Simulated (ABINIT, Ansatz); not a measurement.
# BaS (Fm-3m): Raman and infrared activity

Aim: Raman and infrared lines of BaS (Fm-3m).

Program: ABINIT 10.8.3. Level of theory: DFT LDA, scalar-relativistic, plane waves, PseudoDojo norm-conserving pseudopotentials. Results are calculated unless marked as measured.

### 1. The structure

It takes space group Fm-3m (No. 225, cubic). The conventional cell has a = 6.269 Å, b = 6.269 Å, c = 6.269 Å, α = 90.00°, β = 90.00°, γ = 90.00°. Ba has 6 S at 3.13 Å nearest. S has 6 Ba at 3.13 Å nearest. Farther neighbours and most contacts between anions are not listed.

Structure file:

```cif
data_structure
_symmetry_space_group_name_H-M 'Fm-3m'
_symmetry_Int_Tables_number 225
_cell_length_a 6.2693
_cell_length_b 6.2693
_cell_length_c 6.2693
_cell_angle_alpha 90.000
_cell_angle_beta 90.000
_cell_angle_gamma 90.000
_cell_volume 246.41
loop_
_atom_site_label
_atom_site_type_symbol
_atom_site_symmetry_multiplicity
_atom_site_Wyckoff_symbol
_atom_site_fract_x
_atom_site_fract_y
_atom_site_fract_z
_atom_site_occupancy
Ba1 Ba 4 a 0.00000 0.00000 0.00000 1
S1 S 4 b 0.50000 0.00000 0.00000 1
```

### 2. Relaxing the cell and atoms

The harmonic expansion needs vanishing forces, and a free crystal bears no stress, so cell and atoms are brought to rest. Stress is more sensitive to the basis than forces are: the last 3 Ha under the cutoff are smoothed with ecutsm, and the cutoff is raised above that of the later runs.

The starting cell comes from a relaxation made beforehand in Ansatz (LDA, PseudoDojo NC).

Contents of relax.abi:

```
# relaxation
ionmov 2
optcell 2
dilatmx 1.08
ntime 40
tolmxf 1.0d-05
tolvrs 1.0d-14
prtwf 0
prtden 0
chksymtnons 0

# basis, mesh and filling
ecut 28.0
ecutsm 3.0
ngkpt 8 8 8
nshiftk 1
shiftk 0.0 0.0 0.0
istwfk *1
occopt 1
nband 8
nstep 100
diemac 9.0
prtebands 0
prtgsr 0

# cell and atoms
acell 8.377260311 8.377260311 8.377260311
rprim 
    0.0 0.7071067812 0.7071067812
    0.7071067812 0.0 0.7071067812
    0.7071067812 0.7071067812 0.0
ntypat 2
znucl 56 16
natom 2
typat 1 2
xred 
    0.0 0.0 0.0
    0.5 0.5 0.5
pp_dirpath "./pseudo"
pseudos "Ba.upf, S.upf"
```

The run is started by

```console
> OMP_NUM_THREADS=1 mpirun -n 4 abinit relax.abi > relax.log
```

Numbers of over 12 decimals in the logs are rounded to 6 here.

relax.abo, the main output file:

```text
[banners, grids, parts of the stress and lines that vanish by symmetry left out]
- input  file    -> relax.abi
- output file    -> relax.abo
- root for input  files -> relaxi
[...]
Symmetries : space group Fm -3 m (#225); Bravais cF (face-center cubic)
[...]
mpw =        3727          nfft =       91125          nkpt =          29
[...]
== DATASET  1 ==================================================================
[...]
cutoff_energies: {ecut:  28.0, pawecutdg:  -1.0, }
[...]
ETOT  1  -39.350493330712    -3.935E+01 3.602E-02 1.995E+02
 ETOT  2  -39.376289419299    -2.580E-02 1.857E-05 6.187E+01
 ETOT  3  -39.384937795927    -8.648E-03 1.664E-04 4.778E-01
 ETOT  4  -39.384994831292    -5.704E-05 1.784E-06 2.928E-03
 ETOT  5  -39.384995086506    -2.552E-07 1.543E-08 1.445E-04
[...]
At SCF step   10       vres2   =  1.72E-15 < tolvrs=  1.00E-14 =>converged.
[...]
sigma(1 1)= -1.32008978E-05  sigma(3 2)=  0.00000000E+00
  sigma(2 2)= -1.32008978E-05  sigma(3 1)=  0.00000000E+00
  sigma(3 3)= -1.32008978E-05  sigma(2 1)=  0.00000000E+00
[...]
convergence: {deltae: -4.192E-13, res2:  1.716E-15, residm:  1.694E-16, diffor: null, }
etotal    :  -3.93849951E+01
[...]
ETOT  1  -39.384999964517    -3.938E+01 9.916E-11 1.129E-02
[...]
At SCF step    8       vres2   =  9.17E-15 < tolvrs=  1.00E-14 =>converged.
[...]
sigma(1 1)= -1.11000599E-05  sigma(3 2)=  0.00000000E+00
  sigma(2 2)= -1.11000599E-05  sigma(3 1)=  0.00000000E+00
  sigma(3 3)= -1.11000599E-05  sigma(2 1)=  0.00000000E+00
[...]
convergence: {deltae: -2.984E-13, res2:  9.171E-15, residm:  4.685E-18, diffor: null, }
etotal    :  -3.93850011E+01
[...]
ETOT  1  -39.384983036924    -3.938E+01 2.216E-09 3.225E-01
[...]
At SCF step    9       vres2   =  2.97E-15 < tolvrs=  1.00E-14 =>converged.
[...]
sigma(1 1)= -1.16319507E-07  sigma(3 2)=  0.00000000E+00
  sigma(2 2)= -1.16319507E-07  sigma(3 1)=  0.00000000E+00
  sigma(3 3)= -1.16319507E-07  sigma(2 1)=  0.00000000E+00
[...]
convergence: {deltae: -5.613E-13, res2:  2.966E-15, residm:  2.370E-18, diffor: null, }
etotal    :  -3.93850158E+01
[...]
ETOT  1  -39.385015808153    -3.939E+01 2.030E-12 3.652E-05
[...]
ETOT  6  -39.385015811858    -2.416E-13 1.029E-16 3.227E-13
 ETOT  7  -39.385015811858    -2.061E-13 1.467E-18 1.528E-15
 At SCF step    7       vres2   =  1.53E-15 < tolvrs=  1.00E-14 =>converged.
[...]
sigma(1 1)= -1.04760559E-09  sigma(3 2)=  0.00000000E+00
  sigma(2 2)= -1.04760559E-09  sigma(3 1)=  0.00000000E+00
  sigma(3 3)= -1.04760558E-09  sigma(2 1)=  0.00000000E+00
[...]
convergence: {deltae: -2.061E-13, res2:  1.528E-15, residm:  1.467E-18, diffor: null, }
etotal    :  -3.93850158E+01
[...]
At Broyd/MD step   4, gradients are converged :
[...]
sigma(1 1)= -1.04760559E-09  sigma(3 2)=  0.00000000E+00
  sigma(2 2)= -1.04760559E-09  sigma(3 1)=  0.00000000E+00
  sigma(3 3)= -1.04760558E-09  sigma(2 1)=  0.00000000E+00
[...]
- sigma(1 1)= -3.08216205E-05  sigma(3 2)=  0.00000000E+00
- sigma(2 2)= -3.08216204E-05  sigma(3 1)=  0.00000000E+00
- sigma(3 3)= -3.08216204E-05  sigma(2 1)=  0.00000000E+00
[...]
fcart     -0.0000000000E+00 -0.0000000000E+00 -0.0000000000E+00
           strten     -1.0476055860E-09 -1.0476055856E-09 -1.0476055843E-09
================================================================================

[key lines of the parts left out:]
pressure_GPa:   3.0822E-05
Total energy (etotal) [Ha]= -3.93850158118583E+01
```

Wall time 37 s (4 MPI ranks of Intel Xeon at 2.70GHz, shared host); 2.4 min of CPU time.

The steps of the relaxation:

```csv
step,energy less that of the first step (eV),largest force (eV/Å),volume (Å³)
1,0.0000,0.0000,61.60
2,-0.0002,0.0000,61.68
3,-0.0006,0.0000,62.07
4,-0.0006,0.0000,62.07
```

```csv
"conventional cell, symmetrised",before,after,change
a (Å),6.269,6.285,+0.3 %
b (Å),6.269,6.285,+0.3 %
c (Å),6.269,6.285,+0.3 %
volume (Å³/atom),30.80,31.04,+0.8 %
```

The relaxed structure:

```xyz
2
Lattice="0.0000 3.1426 3.1426 3.1426 0.0000 3.1426 3.1426 3.1426 0.0000" Properties=species:S:1:pos:R:3 pbc="T T T"
Ba    0.0000    0.0000    0.0000
S     3.1426    3.1426    3.1426
```

This step gave:

| Property | Result |
| --- | --- |
| volume per atom | 31.04 Å³ |
| pressure | 3.08e-5 GPa |

The volume changes by +0.8 % from the cell with which this run began.

### 3. Ground state

The response is built on these wavefunctions, so the potential is converged far more tightly than an energy would need. The mesh is shifted off Γ, since shifted meshes converge sums over the zone faster.

Contents of gs.abi:

```
# ground state
tolvrs 1.0d-16
prtden 1
prtwf 1

# basis, mesh and filling
ecut 21.5
ngkpt 6 6 6
nshiftk 4
shiftk 
    0.5 0.5 0.5
    0.5 0.0 0.0
    0.0 0.5 0.0
    0.0 0.0 0.5
istwfk *1
occopt 1
nband 8
nstep 100
diemac 9.0
prtebands 0
prtgsr 0

# cell and atoms
acell 8.398426998 8.398426998 8.398426998
rprim 
    0.0 0.7071067812 0.7071067812
    0.7071067812 0.0 0.7071067812
    0.7071067812 0.7071067812 0.0
ntypat 2
znucl 56 16
natom 2
typat 1 2
xred 
    0.0 0.0 0.0
    0.5 0.5 0.5
pp_dirpath "./pseudo"
pseudos "Ba.upf, S.upf"
```

The run is started by

```console
> OMP_NUM_THREADS=1 mpirun -n 4 abinit gs.abi > gs.log
```

gs.abo, the main output file:

```text
[banners, grids, parts of the stress and lines that vanish by symmetry left out]
- input  file    -> gs.abi
- output file    -> gs.abo
- root for input  files -> gsi
[...]
Symmetries : space group Fm -3 m (#225); Bravais cF (face-center cubic)
[...]
mpw =        2006          nfft =       46656          nkpt =          28
[...]
== DATASET  1 ==================================================================
[...]
cutoff_energies: {ecut:  21.5, pawecutdg:  -1.0, }
[...]
ETOT  1  -39.348739908321    -3.935E+01 4.434E-02 9.843E+01
 ETOT  2  -39.377188550816    -2.845E-02 5.450E-06 2.807E+01
 ETOT  3  -39.384882663768    -7.694E-03 1.511E-04 3.128E-01
 ETOT  4  -39.384956551909    -7.389E-05 2.344E-06 2.963E-03
 ETOT  5  -39.384957146798    -5.949E-07 3.235E-08 1.670E-04
[...]
ETOT 10  -39.384957186817     1.265E-12 3.647E-17 5.923E-15
 ETOT 11  -39.384957186817    -2.203E-13 2.960E-19 3.771E-18
 At SCF step   11       vres2   =  3.77E-18 < tolvrs=  1.00E-16 =>converged.
[...]
sigma(1 1)=  1.33343763E-06  sigma(3 2)=  0.00000000E+00
  sigma(2 2)=  1.33343763E-06  sigma(3 1)=  0.00000000E+00
  sigma(3 3)=  1.33343763E-06  sigma(2 1)=  0.00000000E+00
[...]
convergence: {deltae: -2.203E-13, res2:  3.771E-18, residm:  2.960E-19, diffor: null, }
etotal    :  -3.93849572E+01
[...]
sigma(1 1)=  1.33343763E-06  sigma(3 2)=  0.00000000E+00
  sigma(2 2)=  1.33343763E-06  sigma(3 1)=  0.00000000E+00
  sigma(3 3)=  1.33343763E-06  sigma(2 1)=  0.00000000E+00
[...]
- sigma(1 1)=  3.92310896E-02  sigma(3 2)=  0.00000000E+00
- sigma(2 2)=  3.92310896E-02  sigma(3 1)=  0.00000000E+00
- sigma(3 3)=  3.92310896E-02  sigma(2 1)=  0.00000000E+00
[...]
fcart     -0.0000000000E+00 -0.0000000000E+00 -0.0000000000E+00
           strten      1.3334376317E-06  1.3334376317E-06  1.3334376317E-06
================================================================================

[key lines of the parts left out:]
pressure_GPa:  -3.9231E-02
```

It took 7.5 s on 4 MPI ranks.

This step gave:

* pressure: -0.03923 GPa

The cell stands at -0.039 GPa, close enough for phonons.

### 4. The gap at rest

Empty bands on the ground state's density check that the gap assumed so far is there in this cell.

Contents of gap.abi:

```
# empty bands on the ground state's density
iscf -2
getden_filepath "gso_DEN"
tolwfr 1.0d-12
nbdbuf 2
prtwf 0

# basis, mesh and filling
ecut 21.5
ngkpt 8 8 8
nshiftk 1
shiftk 0.0 0.0 0.0
istwfk *1
occopt 1
nband 12
nstep 100
diemac 9.0
prtebands 0
prtgsr 0

# cell and atoms
acell 8.398426998 8.398426998 8.398426998
rprim 
    0.0 0.7071067812 0.7071067812
    0.7071067812 0.0 0.7071067812
    0.7071067812 0.7071067812 0.0
ntypat 2
znucl 56 16
natom 2
typat 1 2
xred 
    0.0 0.0 0.0
    0.5 0.5 0.5
pp_dirpath "./pseudo"
pseudos "Ba.upf, S.upf"
```

The run is started by

```console
> OMP_NUM_THREADS=1 mpirun -n 4 abinit gap.abi > gap.log
```

gap.abo, the main output file:

```text
[banners, grids, parts of the stress and lines that vanish by symmetry left out]
- input  file    -> gap.abi
- output file    -> gap.abo
- root for input  files -> gapi
[...]
Symmetries : space group Fm -3 m (#225); Bravais cF (face-center cubic)
[...]
mpw =        2012          nfft =       46656          nkpt =          29
[...]
== DATASET  1 ==================================================================
[...]
cutoff_energies: {ecut:  21.5, pawecutdg:  -1.0, }
[...]
-outvars: echo values of variables after computation
            acell      8.3984269980E+00  8.3984269980E+00  8.3984269980E+00 Bohr
================================================================================
```

It took 6.6 s on 4 MPI ranks.

This step gave:

```
gap on the k-mesh : 1.862 eV
```

In this cell the gap on the mesh is 1.9 eV, indirect (smallest direct 2.0 eV), so fixed occupations hold.

### 5. Linear response at Γ

The derivative of the wavefunctions by k comes first, since the response to a field is built on it; then the field and the displacements that symmetry doesn't supply are solved at q = 0. By the 2n+1 theorem the first-order wavefunctions also give third derivatives: Raman tensors and the non-linear susceptibility.

It reads the wavefunctions written in step 3.

Contents of dfpt_gamma.abi:

```
ndtset 3

# common to the responses
getwfk_filepath "gso_WFK"
kptopt 2
nqpt 1
qpt 0.0 0.0 0.0
asr 0
chneut 0

# d/dk
rfelfd1 2
rfdir1 1 1 1
iscf1 -3
tolwfr1 1.0d-20

# displacements, field
rfphon2 1
rfatpol2 1 2
rfdir2 1 1 1
rfelfd2 3
getddk2 1
tolvrs2 1.0d-10
prepanl2 1
prtden2 1

# third order
optdriver3 5
getden_filepath3 "gso_DEN"
get1den3 2
get1wf3 2
getddk3 1
d3e_pert1_elfd3 1
d3e_pert1_phon3 1
d3e_pert1_atpol3 1 2
d3e_pert1_dir3 1 1 1
d3e_pert2_elfd3 1
d3e_pert2_dir3 1 1 1
d3e_pert3_elfd3 1
d3e_pert3_dir3 1 1 1
usepead3 1
tolvrs3 1.0d-10

# basis, mesh and filling
ecut 21.5
ngkpt 6 6 6
nshiftk 4
shiftk 
    0.5 0.5 0.5
    0.5 0.0 0.0
    0.0 0.5 0.0
    0.0 0.0 0.5
istwfk *1
occopt 1
nband 8
nstep 100
diemac 9.0
prtebands 0
prtgsr 0

# cell and atoms
acell 8.398426998 8.398426998 8.398426998
rprim 
    0.0 0.7071067812 0.7071067812
    0.7071067812 0.0 0.7071067812
    0.7071067812 0.7071067812 0.0
ntypat 2
znucl 56 16
natom 2
typat 1 2
xred 
    0.0 0.0 0.0
    0.5 0.5 0.5
pp_dirpath "./pseudo"
pseudos "Ba.upf, S.upf"
```

The run is started by

```console
> OMP_NUM_THREADS=1 mpirun -n 4 abinit dfpt_gamma.abi > dfpt_gamma.log
```

dfpt_gamma.abo, the main output file:

```text
[banners, grids, parts of the stress and lines that vanish by symmetry left out]
- input  file    -> dfpt_gamma.abi
- output file    -> dfpt_gamma.abo
- root for input  files -> dfpt_gammai
[...]
DATASET    1 : space group Fm -3 m (#225); Bravais cF (face-center cubic)
[...]
nfft =       46656          nkpt =         432
[...]
DATASET    2 : space group Fm -3 m (#225); Bravais cF (face-center cubic)
[...]
nfft =       46656          nkpt =         432
[...]
DATASET    3 : space group Fm -3 m (#225); Bravais cF (face-center cubic)
[...]
mpw =        2006          nfft =       46656          nkpt =         432
[...]
== DATASET  1 ==================================================================
[...]
cutoff_energies: {ecut:  21.5, pawecutdg:  -1.0, }
[...]
- 16.00000   6.00000  180309                  znucl, zion, pspdat
[...]
Perturbation : derivative vs k along direction   1
[...]
-ETOT  1  -14.044492419657     -1.404E+01 8.589E-02 0.000E+00
 ETOT  2  -14.062983210893     -1.849E-02 2.219E-03 0.000E+00
 ETOT  3  -14.063136001028     -1.528E-04 3.205E-05 0.000E+00
 ETOT  4  -14.063138549254     -2.548E-06 1.458E-06 0.000E+00
 ETOT  5  -14.063138604908     -5.565E-08 2.651E-08 0.000E+00
[...]
At SCF step   14   max residual=  1.00E-20 < tolwfr=  1.00E-20 =>converged.
[...]
Perturbation : derivative vs k along direction   2
[...]
-ETOT  1  -14.044492419440     -1.404E+01 8.589E-02 0.000E+00
[...]
At SCF step   14   max residual=  1.00E-20 < tolwfr=  1.00E-20 =>converged.
[...]
Perturbation : derivative vs k along direction   3
[...]
-ETOT  1  -14.044492419224     -1.404E+01 8.589E-02 0.000E+00
[...]
At SCF step   14   max residual=  1.00E-20 < tolwfr=  1.00E-20 =>converged.
[...]
1        1       1.9832933822    0.0000000000
     1        2       0.9916466911    0.0000000000
     1        3       0.9916466911   -0.0000000000
     2        1       0.9916466911    0.0000000000
     2        2       1.9832933823    0.0000000000
     2        3       0.9916466911    0.0000000000
     3        1       0.9916466911   -0.0000000000
     3        2       0.9916466911    0.0000000000
     3        3       1.9832933823    0.0000000000
[...]
== DATASET  2 ==================================================================
[...]
cutoff_energies: {ecut:  21.5, pawecutdg:  -1.0, }
[...]
Perturbation : displacement of atom   1   along direction   1
[...]
-ETOT  1   2.158438     -9.062E+02 1.832E+00 4.420E+02
[...]
At SCF step   10       vres2   =  1.70E-13 < tolvrs=  1.00E-10 =>converged.
[...]
Perturbation : displacement of atom   2   along direction   1
[...]
-ETOT  1   2.846677     -5.040E+02 2.533E+00 2.262E+03
[...]
At SCF step    9       vres2   =  1.32E-11 < tolvrs=  1.00E-10 =>converged.
[...]
Perturbation : homogeneous electric field along direction   1
[...]
-ETOT  1  -103.86238750979     -1.039E+02 4.380E+00 2.471E+04
[...]
At SCF step    9       vres2   =  4.64E-11 < tolvrs=  1.00E-10 =>converged.
[...]
Perturbation : homogeneous electric field along direction   2
[...]
-ETOT  1  -103.86238750802     -1.039E+02 4.380E+00 2.471E+04
[...]
At SCF step    9       vres2   =  4.64E-11 < tolvrs=  1.00E-10 =>converged.
[...]
Perturbation : homogeneous electric field along direction   3
[...]
-ETOT  1  -103.86238750626     -1.039E+02 4.380E+00 2.471E+04
[...]
ETOT  8  -116.97657676510     -3.837E-10 1.537E-11 2.679E-08
 ETOT  9  -116.97657676511     -1.049E-11 9.282E-14 4.644E-11
 At SCF step    9       vres2   =  4.64E-11 < tolvrs=  1.00E-10 =>converged.
[...]
Dielectric tensor, in cartesian coordinates,
[...]
1    4   1    4         5.1799859506        -0.0000000000
   1    4   2    4        -0.0000000000        -0.0000000000
   1    4   3    4        -0.0000000000        -0.0000000000
   2    4   1    4        -0.0000000000        -0.0000000000
   2    4   2    4         5.1799859506        -0.0000000000
   2    4   3    4         0.0000000000        -0.0000000000
   3    4   1    4        -0.0000000000        -0.0000000000
   3    4   2    4         0.0000000000        -0.0000000000
   3    4   3    4         5.1799859506        -0.0000000000
  Effective charges, in cartesian coordinates,
[...]
1    1   1    4         2.6319464837         0.0000000000
   2    1   1    4         0.0000000000         0.0000000000
   3    1   1    4        -0.0000000000         0.0000000000
   1    2   1    4        -2.6308005626         0.0000000000
   2    2   1    4        -0.0000000000         0.0000000000
[...]
Effective charges, in cartesian coordinates,
[...]
2    4   1    2        -0.0000000000         0.0000000000
   3    4   1    2        -0.0000000000         0.0000000000
   1    4   2    2         0.0000000000         0.0000000000
   2    4   2    2        -2.6308005454         0.0000000000
   3    4   2    2         0.0000000000         0.0000000000
   1    4   3    2         0.0000000000         0.0000000000
   2    4   3    2         0.0000000000         0.0000000000
   3    4   3    2        -2.6308005454         0.0000000000
  Phonon wavevector (reduced coordinates) :  0.00000  0.00000  0.00000
 Phonon energies in Hartree :
[...]
Phonon frequencies in cm-1    :
-  1.605823E-01  1.605826E-01  1.605834E-01  1.528540E+02  1.528540E+02
-  1.528540E+02
  Phonon at Gamma, with non-analyticity in the
[...]
Phonon energies in Hartree :
[...]
Phonon frequencies in cm-1    :
-  1.605823E-01  1.605826E-01  1.619713E-01  1.528540E+02  1.528540E+02
-  2.532128E+02
  Phonon at Gamma, with non-analyticity in the
[...]
Phonon energies in Hartree :
[...]
Phonon frequencies in cm-1    :
-  1.605823E-01  1.605834E-01  1.619705E-01  1.528540E+02  1.528540E+02
-  2.532128E+02
  Phonon at Gamma, with non-analyticity in the
[...]
Phonon energies in Hartree :
[...]
Phonon frequencies in cm-1    :
-  1.605826E-01  1.605834E-01  1.619702E-01  1.528540E+02  1.528540E+02
-  2.532128E+02
[...]
== DATASET  3 ==================================================================
[...]
cutoff_energies: {ecut:  21.5, pawecutdg:  -1.0, }
[...]
1          1       -0.000000000       -0.000000000       -0.000000000
[...]
1          2       -0.000000000       -0.000000000       -0.000000000
[...]
1          3       -0.000000000       -0.000000000       -0.000000000
[...]
2          1       -0.000000000       -0.000000000       -0.000000000
[...]
2          2       -0.000000000       -0.000000000       -0.000000000
[...]
2          3       -0.000000000       -0.000000000       -0.000000000
[...]
strten2     0.0000000000E+00  0.0000000000E+00  0.0000000000E+00
           strten3     0.0000000000E+00  0.0000000000E+00  0.0000000000E+00
================================================================================
```

The job ended after 8.9 min (4 MPI ranks).

Read from the output:

| Item | Value |
| --- | --- |
| miss of the charge sum rule | 0.001146 e |
| largest acoustic frequency at the zone centre before the sum rule | 0.16 cm⁻¹ |
| highest optical zone-centre mode (no LO-TO term) | 152.8 cm⁻¹ |
| lowest optical zone-centre mode | 152.8 cm⁻¹ |
| mean high-frequency dielectric constant | 5.18 |
| largest Born charge in size (third of the trace) | 2.632 e |

Born charge (rows field, columns displacement), before the sum rule (e), principal values of the symmetric part by kind of site:

```csv
atom,atoms with these values,low,middle,high,mean
Ba1,1,2.63,2.63,2.63,2.63
S2,1,-2.63,-2.63,-2.63,-2.63
```

In full for Ba1:

```
2.63 0.00 0.00
0.00 2.63 0.00
0.00 0.00 2.63
```

High-frequency dielectric tensor:

```
5.18 0.00 0.00
0.00 5.18 0.00
0.00 0.00 5.18
```

The acoustic modes at Γ come out as far as 0.2 cm⁻¹ from zero, where they should vanish, a small numerical error; the Born charges miss their sum rule by 0.0011 e, which is good.

[end of part 1 of 3]

[Host names and launcher messages were left out of these logs when they were recorded.]

[Logs are printed without paths, hosts, clocks, repeated set-up lines and the standing remarks that a program may print on its own settings, such as how far it seeks lower states.]

[Hosts, paths, dates, database ids (printed as entryN), source tags and the programs' standing remarks are cut or masked in the printed files.]
